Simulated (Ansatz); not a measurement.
# A series in volume scale on TaC

Periodic Kohn-Sham DFT of a crystal at fixed atoms, scaled to volume_scale times the given cell; pressure positive in compression, energy less spherical unpolarised free atoms, largest_vzz the field gradient of largest size among the nuclei. The results are calculated, by Ansatz 0.2.0.

The cell before it is scaled or strained (space group Fm-3m, No. 225):
```
CELL_PARAMETERS angstrom
0.00000 2.22700 2.22700
2.22700 0.00000 2.22700
2.22700 2.22700 0.00000
ATOMIC_POSITIONS crystal
Ta 0.00000 0.00000 0.00000
C 0.50000 0.50000 0.50000
```

Settings of every row: method all-electron LAPW; functional LDA; relativity scalar; k mesh 16x16x16; filling fermi-dirac; smearing width 0.05 eV; basis error target 1 meV/atom; nucleus gaussian.

Atom start moment: 0 on all atoms.

Limits: no spin-orbit coupling on heavy atoms.

```csv
row,volume scale,V (Å³/atom),pressure (GPa),energy less free atoms (eV/atom)
1,0.94,10.382,12.936,-11.1414
2,0.96,10.603,4.691,-11.1535
3,0.98,10.824,-2.727,-11.1547
4,0.99,10.934,?,?
5,1,11.045,-9.4,-11.1463
6,1.01,11.155,-12.48,-11.1387
7,1.02,11.266,-15.4,-11.1291
8,1.04,11.487,-20.796,-11.1041
9,1.06,11.708,-25.645,-11.072
```

Question: what pressure and energy less free atoms should row 4 give?

Worked fit of pressure. Take u = (V_r/V)^(2/3) − 1 with V_r = 11.1 Å³ an atom, which is twice the finite (Eulerian) strain; such expansions in the strain, on which the Birch-Murnaghan equation of state is built, carry the rest volume and the bulk modulus. The shown rows have u = 0.04559, 0.03101, 0.01693, 0.00332, -0.00329, -0.00985, -0.02259, -0.03493. Least squares give pressure = −10.9568 + 464.156 × u + 1278.58 × u² + 793 × u³ GPa; a parabola predicts inner rows, each left out in turn, worse (root mean square 0.014 against 0.007 GPa). The rows lie off it by -0.001, 0.001, 0.001, 0.002, -0.010, 0.005, 0.003, -0.001 (root mean square 0.0042 GPa). The pressure vanishes at u = 0.0222, or V = 10.74 Å³ an atom, and there the bulk modulus at fixed shape and fractions is B = −V dP/dV = (2/3)(1 + u) dP/du = 356 GPa. The withheld row has u = 0.0101, so the fit gives −10.9568 + 464.156 × (0.0101) + 1278.58 × (0.0101)² + 793 × (0.0101)³ = -6.138 GPa.

The calculation gave -6.152 GPa. The fit lies 0.014 GPa (0.036 % of the column's range) above it; its largest miss of a shown row is 0.010 GPa.

Worked fit of energy less free atoms. Take u = (V_r/V)^(2/3) − 1 with V_r = 11.1 Å³ an atom, which is twice the finite (Eulerian) strain; such expansions in the strain, on which the Birch-Murnaghan equation of state is built, carry the rest volume and the bulk modulus. The shown rows have u = 0.04559, 0.03101, 0.01693, 0.00332, -0.00329, -0.00985, -0.02259, -0.03493. Least squares give energy less free atoms = −11.14278 − 1.1352 × u + 25.54 × u² eV/atom; a straight line predicts inner rows, each left out in turn, worse (root mean square 0.013 against 6.2e-05 eV/atom). The rows lie off it by 0.0001, -0.0001, 0.0000, 0.0000, 0.0001, 0.0000, 0.0000, 0.0000. Its lowest point lies at u = 0.0222, or V = 10.74 Å³ an atom, and the curvature there gives the bulk modulus at fixed shape and fractions, B = (4/9)(1 + u)² E″(u)/V = 354 GPa. The withheld row has u = 0.0101, so the fit gives −11.14278 − 1.1352 × (0.0101) + 25.54 × (0.0101)² = -11.1516 eV/atom.

The calculation gave -11.1517 eV/atom. The fit lies 0.0001 eV/atom (0.12 % of the column's range) above it, one unit of the last digit.
